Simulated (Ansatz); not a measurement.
A (110) slab of ZrN (Fm-3m (No. 225)), 7 planes, outer planes ZrN (top) and ZrN (bottom), with 14 atoms (Zr7N7) in a surface cell of A = 14.653 Å², as cut from the bulk:

```xyz
14
Lattice="3.2189 0.0000 0.0000 0.0000 4.5522 0.0000 0.0000 0.0000 24.6566" Properties=species:S:1:pos:R:3 pbc="T T T"
Zr    1.6094    2.2761    7.5000
N     1.6094    0.0000    7.5000
Zr    0.0000    0.0000    9.1094
N     0.0000    2.2761    9.1094
Zr    1.6094    2.2761   10.7189
N     1.6094    0.0000   10.7189
Zr    0.0000    0.0000   12.3283
N     0.0000    2.2761   12.3283
Zr    1.6094    2.2761   13.9378
N     1.6094    0.0000   13.9378
Zr    0.0000    0.0000   15.5472
N     0.0000    2.2761   15.5472
Zr    1.6094    2.2761   17.1566
N     1.6094    0.0000   17.1566
```

These are results of DFT PBEsol, scalar-relativistic, plane waves, PAW in Ansatz 0.2.0, not measurements. Cutoff 420 eV; k points 11×8×1 on the computed 14-atom cell (Γ-centred); Gaussian smearing, width 0.10 eV; no spin polarisation.

Against the same 14 atoms in the bulk, the slab as cut lies 5.743 eV higher and the relaxed slab 5.280 eV higher.

Problem. Work out the surface energy before and after relaxation.

Solution. The slab has two faces, so γ = (E_slab − N·E_bulk)/(2A), the mean of both. As cut: 5.743/(2 × 14.653) = 0.1960 eV/Å², and 1 eV/Å² = 16.02 J/m², so γ = 3.14 J/m². Relaxed: 5.280/(2 × 14.653) = 0.1802 eV/Å² = 2.89 J/m². Relaxation recovers 8 % of the cost of cutting.

Problem. What is the ideal work of this cut, per area?

Solution. Griffith's ideal work is 2γ: 6.28 J/m² if the new faces stay rigid, 5.77 J/m² if they relax. One thickness was run, 7 planes, so γ can still shift with it.

Spin polarisation was left out, and a magnetic state may lie lower.